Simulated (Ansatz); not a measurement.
CuO (Cccm), stationary points along a deformation path

These are results of Ansatz, DFT PBEsol, scalar-relativistic, plane waves, PAW, not measurements. Cutoff 420 eV, Γ-centred 18×18×10 k-points, Gaussian smearing of 0.15 eV. No spin polarisation. Energies are free energies at this smearing, counted from the undisturbed cell; pressure is positive in compression.

Reference structure (relaxed at this level; this form isn't the usual structure):

```
Cu O
1.0
     2.04253   -2.05036    0.00000
     2.04253    2.05036    0.00000
     0.00000    0.00000    5.09226
Cu O
2 2
Direct
  0.00000 0.50000 0.00000
  0.50000 0.00000 0.50000
  0.50000 0.50000 0.25000
  0.50000 0.50000 0.75000
```

At fixed volume and fractional coordinates, lengths along (0.000, 0.000, 1.000) are scaled against those across it; ρ is that ratio over its starting value. V = 10.663 Å³/atom. Δσ is the stress along the axis less the mean stress across it (compression positive).

```
    ρ  ΔE (meV/atom)  Δσ (GPa) space group
0.850           95.5     26.78         Cccm
0.920           24.8     13.51         Cccm
1.000            0.0      0.00         Cccm
1.100           32.3    -15.39         Cccm
1.200          120.2    -30.31         Cccm
```

Question: How does the stress give the slope of the energy, and where is the energy stationary?

Answer: Along the path d ln(length) is 2/3 d ln ρ on the axis and −1/3 d ln ρ across it, so dE/d ln ρ = −(2/3) V Δσ: the energy falls with ρ where Δσ is positive. Δσ vanishes or changes sign at ρ = 1.000 (Cccm), a minimum at 0.0 meV/atom. Pairs of stationary points between two samples would go unseen, and could change a minimum read from distant neighbours into a maximum.

Question: Integrate that slope from ρ = 1 to 1.200 by the trapezoid rule.

Answer: With V/N in Å³ and 1 eV/Å³ = 160.2 GPa the slopes at ρ = 1.000, 1.100, 1.200 are 0, 683, 1345 meV/atom per unit of ln ρ. The steps add 32.5 + 88.2 = 120.8 meV/atom, against 120.2 from the energies; the trapezoid rule misses the curvature of the slope within each step.

No gap shows at this level, though a semilocal functional can close a small gap that the real compound has; without a gap these slopes depend on the k mesh and the smearing.

Cost: 5 runs of about 2.2 core-minutes in all, on Arm Neoverse V2 (shared hosts).